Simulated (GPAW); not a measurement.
**BN in GPAW: convergence with bands over the usual count**

Input of the first run (bands over the usual count 0.72); the others differ in this setting and in those tied to it:

run.py

```python
from ase import Atoms
from ase.dft.bandgap import bandgap
from ase.io import write
from ase.units import GPa
from gpaw import GPAW, PW

atoms = Atoms(['N', 'B'],
              cell=[[1.2511217832, 0.7223354983, 3.3729344033],
                    [-1.2511217832, 0.7223354983, 3.3729344033],
                    [0.0, -1.4446709966, 3.3729344033]],
              scaled_positions=[[0.6672382, 0.6672382, 0.6672382],
                                [0.0003288, 0.0003288, 0.0003288]],
              pbc=True)

calc = GPAW(mode=PW(800),
            xc='LDA',
            kpts={'size': (8, 8, 8), 'gamma': True},
            occupations={'name': 'fermi-dirac', 'width': 0.05},
            nbands=8,
            convergence={'density': 1e-05, 'energy': 1e-05},
            maxiter=100,
            txt='gpaw.txt')
atoms.calc = calc
energy = atoms.get_potential_energy()
forces = atoms.get_forces()
stress = atoms.get_stress()
calc.write('gs.gpw')
write('result.traj', atoms)
print(f'Energy: {energy:.6f} eV')
print('Forces (eV/A):')
print(forces.round(4))
print('Stress (GPa):', (stress / GPa).round(3))
print('Fermi level:', round(calc.get_fermi_level(), 4), 'eV')
print(f'Gap: {bandgap(calc)[0]:.4f} eV, direct: {bandgap(calc, direct=True)[0]:.4f} eV')
```

Potentials or basis: the program's PAW data sets (release 1.2.1) made for this functional, pw.

The run is started by

```sh
$ OMP_NUM_THREADS=1 python run.py
```

The cell is a database's computed one.

Hardware: 1 thread of Arm Neoverse V1, with other jobs on the host.

| bands over the usual count | energy less the tightest run, at zero smearing (meV/atom) | SCF cycles | CPU time (s) | peak memory (GiB) |
| --- | --- | --- | --- | --- |
| 0.72 | 0.00 | 9 | 16 | 0.15 |
| 0.8 | 0.00 | 9 | 17 | 0.15 |
| 0.9 | 0.00 | 9 | 19 | 0.15 |
| 1 | 0.00 | 9 | 20 | 0.15 |
| 1.3 | 0.00 | 9 | 26 | 0.15 |
| 1.7 | 0.00 | 9 | 33 | 0.16 |
| 2.5 | 0.00 | 9 | 47 | 0.17 |

Against the tightest run, the energy stays within 1 meV/atom from 0.72 on. The tightest run that finished is the yardstick and may itself not be fully converged.

Caveat, for the tightest run too: the k mesh is coarse; the program warned that so skewed a cell can give wrong results.
